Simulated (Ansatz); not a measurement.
Input and command of a plane-wave DFT calculation in Ansatz:

```yaml
crystal:
  lattice:
    - [0.0, 2.8016907859, 2.8016907859]
    - [2.8016907859, 0.0, 2.8016907859]
    - [2.8016907859, 2.8016907859, 0.0]
  atoms:
    - { symbol: Ga, position: [0.0, 0.0, 0.0] }
    - { symbol: As, position: [0.75, 0.75, 0.75] }
basis:
  ecutwfc: 420
kpoints:
  mp_grid: { grid: [12, 12, 12] }
hamiltonian:
  xc: lda
scf:
  occupations: { method: gaussian, width: 0.02 }
output:
  forces: true
  stress: true
  eigenvalues: true
relax:
  adjacent_minimum: "off"
  f_tol: 0.005
  max_steps: 80
  cell: { stress_tol: 0.05 }
```

```bash
ansatz run input.yaml --threads 4 --pin off --max-ram 8192MiB --backend cpu --events-out ev --progress --plain --runs-dir out
```

Processor: Intel(R) Xeon(R) Processor @ 2.10GHz (Emerald Rapids), 4 threads, on a host shared with other jobs.

Problem. Estimate time, memory and problem size.

Solution. About 5.1 s on 4 threads of Intel(R) Xeon(R) Processor @ 2.10GHz (Emerald Rapids) (shared host), peak memory 0.43 GiB. It solves 18 bands at 72 k points (the mesh reduced by the symmetry that the task leaves, which can be less than the crystal's) with about 869 plane waves (on the last cell), in 11 SCF iterations over 2 ionic steps.
